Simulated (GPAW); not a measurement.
MgS (Niningerite):

```
CELL_PARAMETERS angstrom
0.00000 2.60165 2.60165
2.60165 0.00000 2.60165
2.60165 2.60165 0.00000
ATOMIC_POSITIONS crystal
S 0.50000 0.50000 0.50000
Mg 0.00000 0.00000 0.00000
```

* Program: GPAW 26.7.0
* Task: single point
* Functional: PBEsol
* Potentials or basis: PAW data sets generated in the run's folder for this functional
* Cutoff: 800 eV
* Basis: pw
* k mesh: 9 × 9 × 9
* Occupations: fermi-dirac, width 0.05 eV
* Spin: no spin polarisation

On this cell: pressure -0.9 GPa; largest force zero by symmetry; band gap on the k mesh 2.84 eV, indirect (least direct gap 3.60 eV).

The same run follows on a disturbed copy (atoms moved at random, drawn with an rms of 0.05 Å):

```
S Mg
1.0
     0.00000    2.60165    2.60165
     2.60165    0.00000    2.60165
     2.60165    2.60165    0.00000
S Mg
1 1
Cartesian
  2.6362 2.6247 2.6092
  -0.0517 0.0080 0.0170
```

Q: What changes?

A: The energy moves by +5.6 meV/atom; pressure -0.6 GPa; largest force 0.260 eV/Å; band gap on the k mesh 2.84 eV, indirect (least direct gap 3.59 eV).

Forces on the atoms (eV/Å):
```
S   -0.255 -0.042  0.026
Mg   0.255  0.042 -0.026
```

Stress tensor (GPa, compression positive):
```
-0.04 -0.02  0.01
-0.02 -0.94  0.00
 0.01  0.00 -0.95
```

Caveats: an odd mesh through Γ misses points on the zone boundary, where band edges often lie.
